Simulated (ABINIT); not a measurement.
Runs of ABINIT 10.8.3 (patched build) on KI. Symmetry: Fm-3m, No. 225, cubic system. The conventional cell has a = 7.066 Å, b = 7.066 Å, c = 7.066 Å, α = 90.00°, β = 90.00°, γ = 90.00°. I (site symmetry m-3m) has 6 K at 3.53 Å as nearest neighbours. K (site symmetry m-3m) has 6 I at 3.53 Å as nearest neighbours. 

```tsv
task	level	potentials or basis	k mesh	cutoff (eV)	smearing	fine-grid cutoff	most SCF steps	gap on the mesh (eV)	pressure (GPa)
single point	PBEsol	SPMS NC PBE v1.0	4 × 4 × 4	381	fixed	-	-	(a)	-0.2
single point	PBEsol	PseudoDojo NC SR PBEsol v0.4.1 standard	7 × 7 × 7	1007	fermi-dirac 0.05 eV	-	-	3.82	-0.3
band structure	PBEsol	PseudoDojo NC SR PBEsol v0.4.1 standard	7 × 7 × 7	1007	fermi-dirac 0.05 eV	-	-	3.82	-0.3
band structure	PBE	JTH PAW PBE v2.0	7 × 7 × 7	435	fermi-dirac 0.05 eV	870.764 eV	-	3.96	0.6
single point	PBE	SPMS NC PBE v1.0	4 × 4 × 4	381	fixed	-	-	3.96	0.6
single point	HSE06	SPMS NC PBE v1.0	4 × 4 × 4	381	fixed	-	60	4.84	0.4
```

Alike in all rows: no spin polarisation; cell as given.

Task: Fill in the values left out.

Result: (a) 3.80.

Caveats: spin-orbit coupling is left out, which moves the levels of the heavy elements; the potentials were made for another functional, which shifts forces and pressure (some runs); an odd mesh through Γ misses points on the zone boundary, where band edges often lie (some runs); Libxc's HSE differs a little from that of other programs (some runs).

A k mesh can miss the band edges, and the runs leave out spin-orbit coupling on I.
